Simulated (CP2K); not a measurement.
WS2 (Tungstenite):

```
CELL_PARAMETERS angstrom
3.18000 0.00000 0.00000
-1.59000 2.75396 0.00000
0.00000 0.00000 12.50000
ATOMIC_POSITIONS crystal
W 0.66667 0.33333 0.75000
W 0.33333 0.66667 0.25000
S 0.66667 0.33333 0.37500
S 0.33333 0.66667 0.87500
S 0.66667 0.33333 0.12500
S 0.33333 0.66667 0.62500
```

Base run:

* Program: CP2K 2026.2
* Functional: PBEsol
* Dispersion: D3(BJ)+ATM
* Potentials or basis: POTENTIAL_UZH W GTH-PBE-q14, S GTH-PBE-q6; DZVP-MOLOPT-PBE-GTH basis
* Density cutoff: 6123 eV
* k mesh: 10 × 10 × 3
* Occupations: fermi-dirac, width 0.05 eV
* Spin: no spin polarisation

Its results: band gap on the k mesh 1.08 eV, indirect (least direct gap 2.11 eV); pressure -4.8 GPa; largest force 0.013 eV/Å.

Q: After a change of settings the same cell gave: band gap on the k mesh 1.07 eV, indirect (least direct gap 2.11 eV); pressure -2.3 GPa; largest force 0.010 eV/Å. Which change was it?
A. dispersion from D3(BJ)+ATM to rVV10
B. dispersion from D3(BJ)+ATM to D3
C. dispersion from D3(BJ)+ATM to D3(BJ)
D. dispersion from D3(BJ)+ATM to D4

A: A.

Caveats: the potentials were made for another functional, which shifts forces and pressure; spin-orbit coupling is left out, which moves the levels of the heavy elements; an odd mesh through Γ misses points on the zone boundary, where band edges often lie; the basis of atomic orbitals isn't converged, which shifts pressures, moduli and gaps.

Not every run made on this cell is shown here.
